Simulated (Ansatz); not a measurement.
Space group R-3c:H (No. 167). a = 5.030 Å, b = 5.030 Å, c = 13.605 Å, α = 90.00°, β = 90.00°, γ = 120.00°
```json
{"atom": "Cr", "site": "12c", "symmetry": "3.", "x": "0.6667", "y": "0.3333", "z": "0.1834"}
{"atom": "O", "site": "18e", "symmetry": ".2", "x": "0.6348", "y": "0.6667", "z": "0.4167"}
```

Equation of state of this Cr$_{2}$O$_{3}$ structure (not necessarily the ground state), with shape and atoms relaxed at each volume where symmetry leaves them free. Computed with Ansatz 0.2.0, DFT PBE, scalar-relativistic, plane waves, PAW.

Settings: cutoff 420 eV, Γ-centred mesh 6×6×6 on the computed 10-atom cell, Gaussian smearing of 0.02 eV; collinear spin.

```
V (Å³/atom) E − E(largest V) (meV/atom) P (GPa) gap on mesh (eV)
      8.744                        65.65    36.65              0.37
      9.042                         8.50    25.16              0.51
      9.340                       -28.99    15.37              0.65
      9.638                       -49.63     7.05              0.78
      9.936                       -56.00     0.00              0.90
     10.235                       -50.28    -5.97              1.01
     10.533                       -34.37   -11.01              1.04
     10.930                         0.00   -16.46              0.98
```

Question: Fit a third-order Birch–Murnaghan equation to E(V).

Answer: V0 = 9.94 Å³/atom, B0 = 215 GPa, B0' = 4.5.

The state reached may not be the lowest one. The program reads another magnetic order as possibly lower. Moments started parallel, and an antiferromagnetic order may lie lower.

Cost: 8 runs of about 20 core-minutes in all, on Arm Neoverse V1 (shared hosts).